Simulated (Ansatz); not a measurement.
## C, one cell by several methods

```xyz
2
Lattice="0.0000 2.0836 3.2797 1.2029 0.0000 3.2797 1.2029 2.0836 0.0000" Properties=species:S:1:pos:R:3 pbc="T T T"
C     1.2029    0.6945    3.2797
C     1.2029    3.4726    3.2797
```

Atoms are numbered in the order listed.

The conventional cell has a = 2.406 Å, b = 4.167 Å, c = 6.559 Å, α = 90.00°, β = 90.00°, γ = 90.00°. C (atom 1) has 3 C at 1.39 Å as nearest neighbours.

The cell is COD entry 9000046, as deposited and not checked against the literature; nothing was relaxed. The listed cell was then made from it by scaling, straining or moving an atom.

Methods: DFT, PBEsol, PAW with Ansatz's default frozen-core files, scalar-relativistic (Ansatz 0.2.0); DFT, PBEsol, all-electron PAW with datasets made for the crystal, scalar-relativistic (Ansatz 0.2.0); DFT, PBEsol, all-electron LAPW, scalar-relativistic (Ansatz 0.2.0).

For PAW: a Γ-centred 18×18×18 k mesh, Fermi–Dirac smearing of 0.05 eV, cutoff 420 eV, no spin polarisation; the PAW files were made with PBE, and the program remakes their frozen cores for this functional. The crystal-made all-electron datasets (AE datasets) take a cutoff of 620 eV at this cell. LAPW targets a basis error of 0.25 meV/atom. The Ansatz runs share mesh, smearing and spin set-up. Plane-wave (PAW) pressures include the program's estimate of the Pulay term.

Stress and pressure are positive in compression.

The change that made this cell: volume scaled by 0.94.

In a metal, gradients converge slowly with the k mesh: the values move by tens of per cent from one mesh to another, at times in sign, so only the comparison on one mesh counts.

```json
{"quantity": "pressure (GPa)", "PAW": "21.23", "AE datasets": "21.16", "LAPW": "21.16"}
{"quantity": "stress xx (GPa)", "PAW": "30.90", "AE datasets": "30.79", "LAPW": "30.80"}
{"quantity": "stress yy (GPa)", "PAW": "30.28", "AE datasets": "30.17", "LAPW": "30.17"}
{"quantity": "stress zz (GPa)", "PAW": "2.50", "AE datasets": "2.53", "LAPW": "2.53"}
{"quantity": "field gradient Vzz at C1 (10²¹ V/m²)", "PAW": "2.73", "AE datasets": "2.96", "LAPW": "–"}
```

PAW's pressure differs from the LAPW value by +0.07 GPa. Datasets made for the crystal and LAPW share parts of one code, so their agreement isn't an independent check.
